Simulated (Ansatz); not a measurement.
# NiO2: band structure with BLYP

The system is NiO2.

```
Ni O
1.0
     1.40213    0.80952    6.97429
    -1.40213    0.80952    6.97429
     0.00000   -1.61904    6.97429
Ni O
1 2
Direct
  0.00000 0.00000 0.00000
  0.37879 0.37879 0.37879
  0.62121 0.62121 0.62121
```

The cell comes from a database or a generator and needn't be the stable form of this composition.

```
Program                             : Ansatz 0.2.0
Task                                : band structure
Functional                          : BLYP
Potentials or basis                 : Ansatz PAW
Cutoff                              : 420 eV (not typed: the program's choice for these potentials)
k mesh                              : 11 × 11 × 11
Occupations                         : fermi-dirac, width 0.05 eV
Spin                                : collinear spin, ferromagnetic start
Starting moments                    : [1.0, 0.0, 0.0] μB
Path                                : [["G", "L", "B1"], ["B", "Z", "G", "X"], ["Q", "F", "P1", "Z"], ["L", "P"]]
Points for each segment of the path : 14
```

| Property | Result |
| --- | --- |
| Pressure | 4.6 GPa |
| Largest force | 0.279 eV/Å |
| Band gap on the k mesh | 1.39 eV, indirect (least direct gap 1.65 eV) |
| Band gap along the path | 1.38 eV, indirect (least direct gap 1.59 eV) |
| Net moment | 0.00 μB per cell |
| Absolute moment | 0.00 μB per cell |

Forces in eV/Å, atoms in the order of the input:
```
Ni   0.000  0.000  0.000
O    0.000  0.000  0.279
O    0.000  0.000 -0.279
```

Stress tensor (GPa, compression positive):
```
6.01 0.00 0.00
0.00 6.01 0.00
0.00 0.00 1.84
```

Levels at the corners of the path, in eV from the valence-band top:
Spin up:
| point | band 11 | band 12 | band 13 | band 14 | band 15 | band 16 | band 17 | band 18 | band 19 | band 20 |
| --- | --- | --- | --- | --- | --- | --- | --- | --- | --- | --- |
| Γ | -1.95 | -1.12 | -0.80 | -0.80 | -0.11 | 2.48 | 2.48 | 7.16 | 10.53 | 10.83 |
| L | -2.39 | -1.60 | -1.55 | -1.47 | -0.89 | 1.84 | 2.38 | 12.32 | 12.82 | 13.67 |
| B1 | -3.10 | -2.50 | -1.64 | -0.66 | -0.58 | 1.74 | 1.75 | 14.24 | 14.56 | 15.15 |
| B | -3.10 | -2.50 | -1.64 | -0.66 | -0.58 | 1.74 | 1.75 | 14.24 | 14.56 | 15.15 |
| Z | -1.95 | -1.18 | -0.80 | -0.80 | -0.09 | 2.48 | 2.48 | 7.96 | 8.64 | 11.82 |
| Γ | -1.95 | -1.12 | -0.80 | -0.80 | -0.11 | 2.48 | 2.48 | 7.16 | 10.53 | 10.83 |
| X | -3.10 | -2.51 | -1.64 | -0.63 | -0.60 | 1.74 | 1.75 | 14.36 | 14.53 | 15.13 |
| Q | -3.10 | -2.51 | -1.64 | -0.63 | -0.60 | 1.74 | 1.75 | 14.36 | 14.53 | 15.13 |
| F | -2.39 | -1.60 | -1.55 | -1.47 | -0.89 | 1.83 | 2.38 | 12.57 | 12.96 | 13.37 |
| P1 | -2.39 | -1.59 | -1.57 | -1.45 | -0.88 | 1.83 | 2.38 | 12.30 | 13.19 | 13.39 |
| Z | -1.95 | -1.18 | -0.80 | -0.80 | -0.09 | 2.48 | 2.48 | 7.96 | 8.64 | 11.82 |
| L | -2.39 | -1.60 | -1.55 | -1.47 | -0.89 | 1.84 | 2.38 | 12.32 | 12.82 | 13.67 |
| P | -2.39 | -1.59 | -1.57 | -1.45 | -0.88 | 1.83 | 2.38 | 12.30 | 13.19 | 13.39 |
Spin down:
```
point  band 11  band 12  band 13  band 14  band 15  band 16  band 17  band 18  band 19  band 20
    Γ    -1.95    -1.12    -0.80    -0.80    -0.11     2.48     2.48     7.16    10.53    10.83
    L    -2.39    -1.60    -1.55    -1.47    -0.89     1.84     2.38    12.32    12.82    13.67
   B1    -3.10    -2.50    -1.64    -0.66    -0.58     1.74     1.75    14.24    14.56    15.15
    B    -3.10    -2.50    -1.64    -0.66    -0.58     1.74     1.75    14.24    14.56    15.15
    Z    -1.95    -1.18    -0.80    -0.80    -0.09     2.48     2.48     7.96     8.64    11.82
    Γ    -1.95    -1.12    -0.80    -0.80    -0.11     2.48     2.48     7.16    10.53    10.83
    X    -3.10    -2.51    -1.64    -0.63    -0.60     1.74     1.75    14.36    14.53    15.13
    Q    -3.10    -2.51    -1.64    -0.63    -0.60     1.74     1.75    14.36    14.53    15.13
    F    -2.39    -1.60    -1.55    -1.47    -0.89     1.83     2.38    12.57    12.96    13.37
   P1    -2.39    -1.59    -1.57    -1.45    -0.88     1.83     2.38    12.30    13.19    13.39
    Z    -1.95    -1.18    -0.80    -0.80    -0.09     2.48     2.48     7.96     8.64    11.82
    L    -2.39    -1.60    -1.55    -1.47    -0.89     1.84     2.38    12.32    12.82    13.67
    P    -2.39    -1.59    -1.57    -1.45    -0.88     1.83     2.38    12.30    13.19    13.39
```

It took 34 s on 2 threads of Intel(R) Xeon(R) Processor @ 2.50GHz (Skylake/Cascade Lake), on a shared host, peak memory 0.53 GiB.

Caveat: the pressure holds a Pulay correction of +0.7 GPa for the finite cutoff; the PAW data sets come from PBE, with cores solved anew for the run's functional, which leaves a small shift of forces and pressure; the starting moments weren't kept. BLYP gaps usually lie below the measured ones, often by a third to a half.
